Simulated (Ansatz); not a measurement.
Relativistic treatment of Sb

```
CELL_PARAMETERS angstrom
3.16000 0.00000 0.00000
0.00000 3.16000 0.00000
0.00000 0.00000 3.16000
ATOMIC_POSITIONS crystal
Sb 0.00000 0.00000 0.00000
```

The cell is COD entry 9013008, as deposited and not checked against the literature; nothing was relaxed.

One fixed cell is solved with PBE by full-potential LAPW in Ansatz 0.2.0 under different relativistic treatments. Pressure is positive in compression.

Sampling and basis: a Γ-centred 13×13×13 k mesh, Fermi–Dirac smearing of 0.05 eV, basis error target 1 meV/atom, no spin polarisation.

```json
{"setting": "scalar-relativistic", "P (GPa)": "-2.50", "lowest level at Γ above −25 eV, from the valence-band top or, without a gap, the Fermi level (eV)": "-12.03"}
{"setting": "non-relativistic", "P (GPa)": "-2.51", "lowest level at Γ above −25 eV, from the valence-band top or, without a gap, the Fermi level (eV)": "?"}
{"setting": "with spin–orbit coupling", "P (GPa)": "?", "lowest level at Γ above −25 eV, from the valence-band top or, without a gap, the Fermi level (eV)": "-12.02"}
```

(1) Give the missing entry: row "with spin–orbit coupling", column "P (GPa)".

(2) Give the missing entry: row "non-relativistic", column "lowest level at Γ above −25 eV, from the valence-band top or, without a gap, the Fermi level (eV)".

## Answers

(1) -2.34.

(2) -11.48.
